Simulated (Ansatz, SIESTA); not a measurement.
**One calculation of Bi, 3 ways**

```
Bi
1.0
    -4.44975    4.44975    2.06563
     4.44975   -4.44975    2.06563
     4.44975    4.44975   -2.06563
Bi
4
Direct
  0.14566 0.35434 0.50000
  0.85434 0.64566 0.50000
  0.64566 0.14566 0.79131
  0.35434 0.85434 0.20869
```

This isn't the form of Bi at room conditions, which is rhombohedral.

Alike in all runs: task band structure; functional PBEsol; k mesh 7 × 7 × 7; occupations fermi-dirac, width 0.05 eV; no spin polarisation; no spin-orbit coupling. Pressure is positive in compression and, in plane waves, holds the error of the finite cutoff, which Ansatz's Pulay term estimates and takes out.

```tsv
program and potentials	plane-wave cutoff (eV)	notes	pressure (GPa)	largest force (eV/Å)
Ansatz, Ansatz PAW	420	potentials made for PBE, which Ansatz adapts in part; Pulay term of +0.02 GPa included	-1.79	0.122
SIESTA, files PseudoDojo sr-pbesol-0.4.1-standard, DZP (energy shift 0.003 Ry; two zetas on semicore shells)	-	atomic basis	-1.11	0.011
Ansatz, all-electron LAPW, scalar-relativistic	-	-	-1.77	0.121
```

Force on atom 1 (Bi), eV/Å:

```
                        program and potentials      x       y      z
                            Ansatz, Ansatz PAW  0.086  -0.086  0.000
Ansatz, all-electron LAPW, scalar-relativistic  0.086  -0.086  0.000
```

The pressure spans -1.79 (Ansatz, Ansatz PAW) to -1.11 GPa (SIESTA, files PseudoDojo sr-pbesol-0.4.1-standard, DZP (energy shift 0.003 Ry; two zetas on semicore shells)), with all-electron results at -1.77. Rows in atomic bases carry the error of their basis and grid, which can be large.

Differences between rows come from potentials, basis sets and numerical settings, since the functional is the same but for its coding. Runs on potential files found faulty are left out.
